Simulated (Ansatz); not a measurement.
# Ge: sliding across a plane

Aim: for Ge, slide the crystal rigidly across a (0 0 1) plane.

Method: DFT r2SCAN, scalar-relativistic, plane waves, PAW, in Ansatz 0.2.0.

2 further runs of the same task are left out: 2 set aside as unsound or not needed. Runs told in other sessions of the task aren't counted.

## 1. The starting structure

The structure is hexagonal, space group P6_3/mmc (No. 194). The conventional cell has a = 3.996 Å, b = 3.996 Å, c = 6.603 Å, α = 90.00°, β = 90.00°, γ = 120.00°. Ge (site symmetry 3m) is surrounded by 4 Ge at 2.45 to 2.47 Å.

As a file:

```cif
data_structure
_symmetry_space_group_name_H-M 'P6_3/mmc'
_symmetry_Int_Tables_number 194
_cell_length_a 3.9956
_cell_length_b 3.9956
_cell_length_c 6.6027
_cell_angle_alpha 90.000
_cell_angle_beta 90.000
_cell_angle_gamma 120.000
_cell_volume 91.29
loop_
_atom_site_label
_atom_site_type_symbol
_atom_site_symmetry_multiplicity
_atom_site_Wyckoff_symbol
_atom_site_fract_x
_atom_site_fract_y
_atom_site_fract_z
_atom_site_occupancy
Ge1 Ge 4 f 0.66667 0.33333 0.56298 1
```

It goes back to an entry of the Materials Project, which need not be the stable form.

It is built from the cell relaxed beforehand with the same method (22.82 Å³/atom).

## 2. The reference: the undisturbed cell on the scan's mesh

File input.yaml:

```yaml
crystal:
  lattice:
    - [-3.9956487014, 0.0, 0.0]
    - [-1.9978243507, -3.4603332801, 0.0]
    - [0.0, 0.0, 13.2054219171]
  atoms:
    - { symbol: Ge, position: [0.6666666667, 0.6666666667, 0.031490717] }
    - { symbol: Ge, position: [0.6666666667, 0.6666666667, 0.531490717] }
    - { symbol: Ge, position: [0.3333333333, 0.3333333333, 0.281490717] }
    - { symbol: Ge, position: [0.3333333333, 0.3333333333, 0.781490717] }
    - { symbol: Ge, position: [0.6666666667, 0.6666666667, 0.218509283] }
    - { symbol: Ge, position: [0.6666666667, 0.6666666667, 0.718509283] }
    - { symbol: Ge, position: [0.3333333333, 0.3333333333, 0.468509283] }
    - { symbol: Ge, position: [0.3333333333, 0.3333333333, 0.968509283] }
basis:
  ecutwfc: 500
kpoints:
  mp_grid: { grid: [10, 10, 3] }
hamiltonian:
  xc: r2scan
scf:
  occupations: { method: gaussian, width: 0.03 }
output:
  forces: true
  stress: true
  eigenvalues: true
  write_density: true
  write_potential: true
  elf: true
  volumetric_format: npy
```

Run with:

```sh
$ ansatz run input.yaml --threads 2 --pin off --max-ram 5120MiB --backend cpu --events-out ev --progress --plain --runs-dir out
```

Log (excerpt; [...] marks lines left out):

```text
Warning: RAYON_NUM_THREADS=2 ignored (pool sized by the plan → 2); use --threads N
[...]
Pseudopotentials: kind: paw
Pseudopotential: Ge, paw, valence charge 14, recommended cutoff 500 eV (meta_gga), Ge.paw.azcp
Functional definition: r2SCAN
[...]
Crystal: 8 atoms, lattice volume = 182.582 Å³
Basis set: ecut = 500 eV, 4675 PW (Γ), exchange–correlation on 120×120×400 points (64 copies of the dense FFT grid, shifted against one another)
Bands: 68, of which v1, the nominal top of the filled ones, is band 56 counted from 1 (55 counted from 0)
Symmetry: 48 space group operations
Space group: P63/mmc (ITA 194), of the structure as read, at distance tolerance 5.7e-5 Å
k-points: 28 of 300
[...]
SCF iter   1: F=—  HF=-34423.073830 eV  |F-HF|=—  |Δ(HF+E_count)|=         —  Δρ=6.55e-3  dr2=2.63e-2  dr2_τ=1.78e-2  ethr=1.77e-3  ⟨swp⟩=6.1  Hψ=6610  notcnv=0  defer=16
[...]
SCF iter   6: F=-34423.111080 eV  HF=-34423.111080 eV  |F-HF|=2.00e-9  |Δ(HF+E_count)|=   1.35e-7  Δρ=2.52e-6  dr2=1.27e-8  dr2_τ=2.10e-10  ethr=8.93e-11  ⟨swp⟩=13.5  Hψ=14480  notcnv=0
[...]
SCF converged after 6 iterations
Free energy (F): -34423.111080 eV
[...]
E sigma→0 (E₀):  -34423.111074 eV
Entropy (-TS):   -0.000011 eV (-0.001 meV/atom)
Fermi energy:    8.503347 eV
[...]
--- Forces (eV/Å), atoms counted from 1 ---
  atom   1  Ge     0.00000000     0.00000000    -0.00182065
  atom   2  Ge    -0.00000000     0.00000000    -0.00182065
  atom   3  Ge     0.00000000    -0.00000000    -0.00182065
  atom   4  Ge     0.00000000    -0.00000000    -0.00182065
  atom   5  Ge    -0.00000000     0.00000000     0.00182065
  atom   6  Ge    -0.00000000     0.00000000     0.00182065
  atom   7  Ge     0.00000000    -0.00000000     0.00182065
  atom   8  Ge     0.00000000    -0.00000000     0.00182065
[...]
--- Stress (GPa, compression-positive) ---
       -0.012428      -0.000000       0.000000
        0.000000      -0.012428       0.000000
        0.000000       0.000000      -0.014395
  P = ⅓ Tr σ = -0.0131 GPa (-0.131 kbar)
--- Band table (eV; the first three rows and the last of 28) ---
[...]
```

Wall time 9.4 s (2 threads of Intel Xeon 6975P-C (Granite Rapids), shared host); peak memory 1 GiB.

Density in a lattice plane of the grid's cell (edges 4.00 and 13.21 Å, at 0.333 of the third edge), which holds Ge.

Ten even steps from '0' (0.04 e/Å³) to '9' (19.47 e/Å³):
```
00490000
00000000
00000000
00490000
00130000
00000000
00000000
00000000
00000000
00230000
00490000
00000000
00000000
00490000
00130000
00000000
00000000
00000000
00000000
00130000
```
Columns run along the first of these edges and rows up along the second, over one cell in 8 and 20 even steps from the bottom left corner. Atoms in the plane (fractional): Ge at (0.33, 0.28), Ge at (0.33, 0.78), Ge at (0.33, 0.47), Ge at (0.33, 0.97).

ELF in the same plane.

Ten even steps from '0' (0.02) to '9' (0.68):
```
75004754
27777400
27777400
75004754
96115976
77557765
21001244
21000244
77557765
96115976
75004754
27777400
27777400
75004754
96115976
77557765
21000244
21001244
77557765
96105976
```
Columns run along the first of these edges and rows up along the second, over one cell in 8 and 20 even steps from the bottom left corner. Atoms in the plane (fractional): Ge at (0.33, 0.28), Ge at (0.33, 0.78), Ge at (0.33, 0.47), Ge at (0.33, 0.97).

Both are smooth fields of the valence electrons: close to the nuclei they are not physical.

Outside the cores ELF peaks at 0.80 on the Ge–Ge line, 1.2 Å from Ge.

The cell is repeated 2 times, 8 atoms in all. The reference gives a free energy of -34423.1111 eV, pressure -0.01 GPa, largest force 0.002 eV/Å and gap on the mesh 0.10 eV.

## 3. Setting up sliding across a plane

The cut lies on the cell's a–b face, a (0 0 1) plane of area 13.83 Å², between layers 2.47 Å apart (Ge below, Ge above); the cell is 13.2 Å thick. Vector c is tilted by f times 1·a + 0·b (length 3.996 Å) with the atoms' Cartesian places fixed: one unrelaxed fault per cell.

## 4. At f = 0.200

File input.yaml:

```yaml
crystal:
  lattice:
    - [-3.9956487015, 0.0, 0.0]
    - [-1.9978243507, -3.4603332801, 0.0]
    - [-0.7991297403, 0.0, 13.2054219171]
  atoms:
    - { symbol: Ge, position: [0.5353685233, 0.6666666667, 0.656490717] }
    - { symbol: Ge, position: [0.6353685233, 0.6666666667, 0.156490717] }
    - { symbol: Ge, position: [0.1520351899, 0.3333333333, 0.906490717] }
    - { symbol: Ge, position: [0.2520351899, 0.3333333333, 0.406490717] }
    - { symbol: Ge, position: [0.4979648101, 0.6666666667, 0.843509283] }
    - { symbol: Ge, position: [0.5979648101, 0.6666666667, 0.343509283] }
    - { symbol: Ge, position: [0.3146314767, 0.3333333333, 0.093509283] }
    - { symbol: Ge, position: [0.2146314767, 0.3333333333, 0.593509283] }
basis:
  ecutwfc: 500
kpoints:
  mp_grid: { grid: [10, 10, 3] }
hamiltonian:
  xc: r2scan
scf:
  occupations: { method: gaussian, width: 0.03 }
output:
  forces: true
  stress: true
  eigenvalues: true
```

Run with:

```sh
$ ansatz run input.yaml --threads 2 --pin off --max-ram 5120MiB --backend cpu --events-out ev --progress --plain --runs-dir out
```

Log (excerpt; [...] marks lines left out):

```text
Warning: RAYON_NUM_THREADS=2 ignored (pool sized by the plan → 2); use --threads N
[...]
Pseudopotentials: kind: paw
Pseudopotential: Ge, paw, valence charge 14, recommended cutoff 500 eV (meta_gga), Ge.paw.azcp
Functional definition: r2SCAN
[...]
Crystal: 8 atoms, lattice volume = 182.582 Å³
Basis set: ecut = 500 eV, 4663 PW (Γ), exchange–correlation on 120×120×400 points (64 copies of the dense FFT grid, shifted against one another)
Bands: 68, of which v1, the nominal top of the filled ones, is band 56 counted from 1 (55 counted from 0)
Symmetry: 2 space group operations
Space group: C2 (ITA 5), of the structure as read, at distance tolerance 5.7e-5 Å
k-points: 86 of 300 (time reversal used)
[...]
SCF iter   1: F=—  HF=-34422.783074 eV  |F-HF|=—  |Δ(HF+E_count)|=         —  Δρ=6.68e-3  dr2=3.04e-2  dr2_τ=1.72e-2  ethr=1.77e-3  ⟨swp⟩=6.1  Hψ=20633  notcnv=0  defer=68
[...]
SCF converged after 7 iterations
Free energy (F): -34422.818591 eV
[...]
E sigma→0 (E₀):  -34422.818587 eV
Entropy (-TS):   -0.000008 eV (-0.001 meV/atom)
Fermi energy:    8.467297 eV
[...]
--- Forces (eV/Å), atoms counted from 1 ---
  atom   1  Ge    -0.14186581    -0.01872211    -0.04452194
  atom   2  Ge    -0.14292002    -0.05641302     0.02589541
  atom   3  Ge    -0.76092655     0.07304963     0.46929412
  atom   4  Ge    -0.01977575     0.00208350    -0.00163527
  atom   5  Ge     0.14292002    -0.05641302    -0.02589541
  atom   6  Ge     0.14186581    -0.01872211     0.04452194
  atom   7  Ge     0.76092655     0.07304963    -0.46929412
  atom   8  Ge     0.01977575     0.00208350     0.00163527
[...]
--- Stress (GPa, compression-positive) ---
       -0.441688      -0.000000       2.441705
       -0.000000       0.316327       0.000000
        2.441705       0.000000      -0.438806
  P = ⅓ Tr σ = -0.1881 GPa (-1.881 kbar)
--- Band table (eV; the first three rows and the last of 86) ---
[...]
```

Wall time 34 s (2 threads of Intel Xeon 6975P-C (Granite Rapids), shared host); peak memory 1.4 GiB.

## 5. f = 0.400

File input.yaml:

```yaml
crystal:
  lattice:
    - [-3.9956487015, 0.0, 0.0]
    - [-1.9978243507, -3.4603332801, 0.0]
    - [-1.5982594806, 0.0, 13.2054219171]
  atoms:
    - { symbol: Ge, position: [0.4040703799, 0.6666666667, 0.656490717] }
    - { symbol: Ge, position: [0.6040703799, 0.6666666667, 0.156490717] }
    - { symbol: Ge, position: [-0.0292629535, 0.3333333333, 0.906490717] }
    - { symbol: Ge, position: [0.1707370465, 0.3333333333, 0.406490717] }
    - { symbol: Ge, position: [0.3292629535, 0.6666666667, 0.843509283] }
    - { symbol: Ge, position: [0.5292629535, 0.6666666667, 0.343509283] }
    - { symbol: Ge, position: [0.2959296201, 0.3333333333, 0.093509283] }
    - { symbol: Ge, position: [0.0959296201, 0.3333333333, 0.593509283] }
basis:
  ecutwfc: 500
kpoints:
  mp_grid: { grid: [10, 10, 3] }
hamiltonian:
  xc: r2scan
scf:
  occupations: { method: gaussian, width: 0.03 }
output:
  forces: true
  stress: true
  eigenvalues: true
```

Run with:

```sh
$ ansatz run input.yaml --threads 2 --pin off --max-ram 5120MiB --backend cpu --events-out ev --progress --plain --runs-dir out
```

Log (excerpt; [...] marks lines left out):

```text
Warning: RAYON_NUM_THREADS=2 ignored (pool sized by the plan → 2); use --threads N
[...]
Pseudopotentials: kind: paw
Pseudopotential: Ge, paw, valence charge 14, recommended cutoff 500 eV (meta_gga), Ge.paw.azcp
Functional definition: r2SCAN
[...]
Crystal: 8 atoms, lattice volume = 182.582 Å³
Basis set: ecut = 500 eV, 4669 PW (Γ), exchange–correlation on 120×120×400 points (64 copies of the dense FFT grid, shifted against one another)
Bands: 68, of which v1, the nominal top of the filled ones, is band 56 counted from 1 (55 counted from 0)
Symmetry: 2 space group operations
Space group: C2 (ITA 5), of the structure as read, at distance tolerance 5.7e-5 Å
k-points: 86 of 300 (time reversal used)
[...]
SCF iter   1: F=—  HF=-34421.976499 eV  |F-HF|=—  |Δ(HF+E_count)|=         —  Δρ=7.13e-3  dr2=9.56e-2  dr2_τ=1.60e-2  ethr=1.77e-3  ⟨swp⟩=6.1  Hψ=20588  notcnv=0  defer=81
[...]
SCF converged after 8 iterations
Free energy (F): -34422.003416 eV
[...]
E sigma→0 (E₀):  -34422.002965 eV
Entropy (-TS):   -0.000902 eV (-0.113 meV/atom)
Fermi energy:    8.107421 eV
[...]
--- Forces (eV/Å), atoms counted from 1 ---
  atom   1  Ge    -0.13071887    -0.06890832    -0.16576745
  atom   2  Ge    -0.11615206    -0.10999060     0.09156960
  atom   3  Ge    -0.93417528     0.18339089     0.59617339
  atom   4  Ge    -0.00339518    -0.00449925    -0.00115111
  atom   5  Ge     0.11615206    -0.10999060    -0.09156960
  atom   6  Ge     0.13071887    -0.06890832     0.16576745
  atom   7  Ge     0.93417528     0.18339089    -0.59617339
  atom   8  Ge     0.00339518    -0.00449925     0.00115111
[...]
--- Stress (GPa, compression-positive) ---
       -1.582337      -0.000000       2.980424
       -0.000000       0.651068       0.000000
        2.980423       0.000000       1.050852
  P = ⅓ Tr σ = 0.0399 GPa (0.399 kbar)
--- Band table (eV; the first three rows and the last of 86) ---
[...]
```

Run time: 40 s. Hardware: 2 threads of Intel Xeon 6975P-C (Granite Rapids), shared host; peak memory 1.4 GiB.

## 6. Point f = 0.100

File input.yaml:

```yaml
crystal:
  lattice:
    - [-3.9956487015, 0.0, 0.0]
    - [-1.9978243507, -3.4603332801, 0.0]
    - [-0.3995648701, 0.0, 13.2054219171]
  atoms:
    - { symbol: Ge, position: [0.601017595, 0.6666666667, 0.656490717] }
    - { symbol: Ge, position: [0.651017595, 0.6666666667, 0.156490717] }
    - { symbol: Ge, position: [0.2426842616, 0.3333333333, 0.906490717] }
    - { symbol: Ge, position: [0.2926842616, 0.3333333333, 0.406490717] }
    - { symbol: Ge, position: [0.5823157384, 0.6666666667, 0.843509283] }
    - { symbol: Ge, position: [0.6323157384, 0.6666666667, 0.343509283] }
    - { symbol: Ge, position: [0.323982405, 0.3333333333, 0.093509283] }
    - { symbol: Ge, position: [0.273982405, 0.3333333333, 0.593509283] }
basis:
  ecutwfc: 500
kpoints:
  mp_grid: { grid: [10, 10, 3] }
hamiltonian:
  xc: r2scan
scf:
  occupations: { method: gaussian, width: 0.03 }
output:
  forces: true
  stress: true
  eigenvalues: true
```

Run with:

```sh
$ ansatz run input.yaml --threads 2 --pin off --max-ram 5120MiB --backend cpu --events-out ev --progress --plain --runs-dir out
```

Log (excerpt; [...] marks lines left out):

```text
[...]
SCF converged after 7 iterations
Free energy (F): -34423.042343 eV
[...]
E sigma→0 (E₀):  -34423.042343 eV
Entropy (-TS):   -0.000000 eV (-0.000 meV/atom)
Fermi energy:    8.528477 eV
[...]
--- Forces (eV/Å), atoms counted from 1 ---
  atom   1  Ge    -0.07648713    -0.00562130    -0.01214241
  atom   2  Ge    -0.08235280    -0.01861646     0.00465301
  atom   3  Ge    -0.35344980     0.02255533     0.15725207
  atom   4  Ge    -0.00973903     0.00168164    -0.00265776
  atom   5  Ge     0.08235280    -0.01861646    -0.00465301
  atom   6  Ge     0.07648713    -0.00562130     0.01214241
  atom   7  Ge     0.35344980     0.02255533    -0.15725207
  atom   8  Ge     0.00973903     0.00168164     0.00265776
[...]
--- Stress (GPa, compression-positive) ---
       -0.104067      -0.000000       1.173348
       -0.000000       0.087512       0.000000
        1.173348       0.000000      -0.216465
  P = ⅓ Tr σ = -0.0777 GPa (-0.777 kbar)
--- Band table (eV; the first three rows and the last of 86) ---
[...]
```

Wall time 34 s (2 threads of Intel Xeon 6975P-C (Granite Rapids), shared host); peak memory 1.4 GiB.

## 7. At f = 0.300

File input.yaml:

```yaml
crystal:
  lattice:
    - [-3.9956487015, 0.0, 0.0]
    - [-1.9978243507, -3.4603332801, 0.0]
    - [-1.1986946104, 0.0, 13.2054219171]
  atoms:
    - { symbol: Ge, position: [0.4697194516, 0.6666666667, 0.656490717] }
    - { symbol: Ge, position: [0.6197194516, 0.6666666667, 0.156490717] }
    - { symbol: Ge, position: [0.0613861182, 0.3333333333, 0.906490717] }
    - { symbol: Ge, position: [0.2113861182, 0.3333333333, 0.406490717] }
    - { symbol: Ge, position: [0.4136138818, 0.6666666667, 0.843509283] }
    - { symbol: Ge, position: [0.5636138818, 0.6666666667, 0.343509283] }
    - { symbol: Ge, position: [0.3052805484, 0.3333333333, 0.093509283] }
    - { symbol: Ge, position: [0.1552805484, 0.3333333333, 0.593509283] }
basis:
  ecutwfc: 500
kpoints:
  mp_grid: { grid: [10, 10, 3] }
hamiltonian:
  xc: r2scan
scf:
  occupations: { method: gaussian, width: 0.03 }
output:
  forces: true
  stress: true
  eigenvalues: true
```

Run with:

```sh
$ ansatz run input.yaml --threads 2 --pin off --max-ram 5120MiB --backend cpu --events-out ev --progress --plain --runs-dir out
```

Log (excerpt; [...] marks lines left out):

```text
Warning: RAYON_NUM_THREADS=2 ignored (pool sized by the plan → 2); use --threads N
[...]
Pseudopotentials: kind: paw
Pseudopotential: Ge, paw, valence charge 14, recommended cutoff 500 eV (meta_gga), Ge.paw.azcp
Functional definition: r2SCAN
[...]
Crystal: 8 atoms, lattice volume = 182.582 Å³
Basis set: ecut = 500 eV, 4667 PW (Γ), exchange–correlation on 120×120×400 points (64 copies of the dense FFT grid, shifted against one another)
Bands: 68, of which v1, the nominal top of the filled ones, is band 56 counted from 1 (55 counted from 0)
Symmetry: 2 space group operations
Space group: C2 (ITA 5), of the structure as read, at distance tolerance 5.7e-5 Å
k-points: 86 of 300 (time reversal used)
[...]
SCF iter   1: F=—  HF=-34422.405509 eV  |F-HF|=—  |Δ(HF+E_count)|=         —  Δρ=6.87e-3  dr2=4.81e-2  dr2_τ=1.66e-2  ethr=1.77e-3  ⟨swp⟩=6.1  Hψ=20589  notcnv=0  defer=67
[...]
SCF converged after 7 iterations
Free energy (F): -34422.438298 eV
[...]
E sigma→0 (E₀):  -34422.438108 eV
Entropy (-TS):   -0.000378 eV (-0.047 meV/atom)
Fermi energy:    8.352039 eV
[...]
--- Forces (eV/Å), atoms counted from 1 ---
  atom   1  Ge    -0.15926412    -0.03946751    -0.11661675
  atom   2  Ge    -0.14353863    -0.10073993     0.04741432
  atom   3  Ge    -1.04213432     0.13781581     0.64369281
  atom   4  Ge    -0.01419763     0.00238867    -0.01156061
  atom   5  Ge     0.14353863    -0.10073993    -0.04741432
  atom   6  Ge     0.15926412    -0.03946751     0.11661675
  atom   7  Ge     1.04213432     0.13781581    -0.64369281
  atom   8  Ge     0.01419763     0.00238867     0.01156061
[...]
--- Stress (GPa, compression-positive) ---
       -1.041691      -0.000000       3.289600
       -0.000000       0.581317       0.000000
        3.289600       0.000000      -0.006311
  P = ⅓ Tr σ = -0.1556 GPa (-1.556 kbar)
--- Band table (eV; the first three rows and the last of 86) ---
[...]
```

Wall time 38 s (2 threads of Intel Xeon 6975P-C (Granite Rapids), shared host); peak memory 1.4 GiB.

## 8. At f = 0.500

File input.yaml:

```yaml
crystal:
  lattice:
    - [-3.9956487015, 0.0, 0.0]
    - [-1.9978243507, -3.4603332801, 0.0]
    - [-1.9978243507, 0.0, 13.2054219171]
  atoms:
    - { symbol: Ge, position: [0.3384213082, 0.6666666667, 0.656490717] }
    - { symbol: Ge, position: [0.5884213082, 0.6666666667, 0.156490717] }
    - { symbol: Ge, position: [-0.1199120252, 0.3333333333, 0.906490717] }
    - { symbol: Ge, position: [0.1300879748, 0.3333333333, 0.406490717] }
    - { symbol: Ge, position: [0.2449120252, 0.6666666667, 0.843509283] }
    - { symbol: Ge, position: [0.4949120252, 0.6666666667, 0.343509283] }
    - { symbol: Ge, position: [0.2865786918, 0.3333333333, 0.093509283] }
    - { symbol: Ge, position: [0.0365786918, 0.3333333333, 0.593509283] }
basis:
  ecutwfc: 500
kpoints:
  mp_grid: { grid: [10, 10, 3] }
hamiltonian:
  xc: r2scan
scf:
  occupations: { method: gaussian, width: 0.03 }
output:
  forces: true
  stress: true
  eigenvalues: true
```

Run with:

```sh
$ ansatz run input.yaml --threads 2 --pin off --max-ram 5120MiB --backend cpu --events-out ev --progress --plain --runs-dir out
```

Log (excerpt; [...] marks lines left out):

```text
Warning: crystal.symmetry: narrowed to the stabiliser of the k-point mesh — unitary ops 4 → 2; excluded 2 operations that carry a point of the 10×10×3 mesh (shift [0, 0, 0]) off the mesh (the run samples exactly the mesh kpoints.mp_grid names, as under crystal.symmetry.detect: false, and [...]
Warning: RAYON_NUM_THREADS=2 ignored (pool sized by the plan → 2); use --threads N
[...]
Pseudopotentials: kind: paw
Pseudopotential: Ge, paw, valence charge 14, recommended cutoff 500 eV (meta_gga), Ge.paw.azcp
Functional definition: r2SCAN
[...]
Crystal: 8 atoms, lattice volume = 182.582 Å³
Basis set: ecut = 500 eV, 4671 PW (Γ), exchange–correlation on 120×120×400 points (64 copies of the dense FFT grid, shifted against one another)
Bands: 68, of which v1, the nominal top of the filled ones, is band 56 counted from 1 (55 counted from 0)
Symmetry: 2 space group operations
k-points: 86 of 300 (time reversal used)
[...]
SCF iter   1: F=—  HF=-34421.753817 eV  |F-HF|=—  |Δ(HF+E_count)|=         —  Δρ=6.88e-3  dr2=1.03e-1  dr2_τ=1.55e-2  ethr=1.77e-3  ⟨swp⟩=6.1  Hψ=20520  notcnv=0  defer=75
[...]
SCF iter   9: F=-34421.782062 eV  HF=-34421.782062 eV  |F-HF|=4.95e-10  |Δ(HF+E_count)|=   3.92e-8  Δρ=1.70e-6  dr2=7.09e-9  dr2_τ=1.13e-10  ethr=8.93e-11  ⟨swp⟩=9.9  Hψ=22525  notcnv=0
[...]
SCF converged after 9 iterations
Free energy (F): -34421.782062 eV
[...]
E sigma→0 (E₀):  -34421.781121 eV
Entropy (-TS):   -0.001881 eV (-0.235 meV/atom)
Fermi energy:    7.941129 eV
[...]
--- Forces (eV/Å), atoms counted from 1 ---
  atom   1  Ge     0.00103118    -0.06665440    -0.10168757
  atom   2  Ge     0.00136642    -0.11822909     0.21115179
  atom   3  Ge    -0.00074646     0.20756529     0.58773201
  atom   4  Ge    -0.00019717    -0.02267702     0.10710932
  atom   5  Ge    -0.00136642    -0.11822909    -0.21115179
  atom   6  Ge    -0.00103118    -0.06665440     0.10168757
  atom   7  Ge     0.00074646     0.20756529    -0.58773201
  atom   8  Ge     0.00019717    -0.02267702    -0.10710932
[...]
--- Stress (GPa, compression-positive) ---
       -2.088729      -0.000000       0.003902
       -0.000000       0.559395       0.000000
        0.003902       0.000000       1.991700
  P = ⅓ Tr σ = 0.1541 GPa (1.541 kbar)
--- Band table (eV; the first three rows and the last of 86) ---
[...]
```

Run time: 41 s. Hardware: 2 threads of Intel Xeon 6975P-C (Granite Rapids), shared host; peak memory 1.4 GiB.

## 9. All points together

The scan, with free energies counted from the undisturbed cell:

```csv
f,γ (mJ/m²),shear traction (GPa),gap on the mesh (eV)
0.000,0,0.0,0.10
0.100,80,4.1,0.18
0.200,339,8.9,0.11
0.300,780,12.5,0.00
0.400,1284,11.3,0.00
0.500,1540,0.0,0.00
```

Not run, since symmetry makes them alike: 0.600 repeats 0.400, 0.800 repeats 0.200, 0.700 repeats 0.300, 0.900 repeats 0.100. Energy, pressure and gap are the same there.

## 10. Summary of results

```
                      quantity                    value
  highest fault energy sampled  1540 mJ/m² at f = 0.500
largest shear traction sampled                 12.5 GPa
```

What this shows: The highest point computed is 1540 mJ/m², at f = 0.500; the true top can lie between points. The values are for rigid blocks: relaxation normal to the plane would bring them down. The gap on the mesh, 0.10 eV at the start, reads zero at f = 0.300.
